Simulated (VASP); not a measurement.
A run of VASP 6.6.1:

The input POSCAR:

```
CaB2
1.0
    3.2264302843      0.0000000000      0.0000000000
   -1.6132151421      2.7941705897      0.0000000000
    0.0000000000      0.0000000000      4.0673920000
Ca B
1 2
Direct
    0.0000000000      0.0000000000      0.0000000000
    0.6666666667      0.3333333333      0.5000000000
    0.3333333333      0.6666666667      0.5000000000
```

The input INCAR.step1:

```
  ALGO = Normal
  EDIFF = 1E-5
  ENCUT = 520
  GGA = PE
  ISIF = 2
  ISMEAR = -1
  LASPH = T
  LREAL = F
  LWAVE = T
  NELM = 60
  PREC = Accurate
  SIGMA = 0.05
```

Contents of INCAR.step2:

```
  AEXX = 0.1
  ALGO = Normal
  EDIFF = 1E-6
  ENCUT = 520
  GGA = PE
  HFRCUT = -1
  ISIF = 2
  ISMEAR = -1
  ISTART = 1
  LASPH = T
  LCHARG = F
  LHFCALC = T
  LREAL = F
  LWAVE = F
  NELM = 60
  PREC = Accurate
  PRECFOCK = Fast
  SIGMA = 0.05
```

Contents of KPOINTS:

```
k-points
0
Gamma
  5 5 4
```

Potentials or basis: VASP PAW PBE potentials, release 64 (Ca_sv, B).

Command:

```console
$ cat potpaw_PBE.64/Ca_sv/POTCAR potpaw_PBE.64/B/POTCAR > POTCAR
$ cp INCAR.step1 INCAR
$ mpirun -np 1 vasp_std > vasp.out
$ cp INCAR.step2 INCAR
$ mpirun -np 1 vasp_std > vasp.out
```

Hardware: 1 thread of Intel(R) Xeon(R) Platinum 8488C (Sapphire Rapids) (shared host).

Question: How long does it take, and how much memory?

Answer: It took 2.9 min on 1 thread of Intel(R) Xeon(R) Platinum 8488C (Sapphire Rapids), on a shared host, peak memory 0.15 GiB. Counts: scf iterations 7, k points 15.
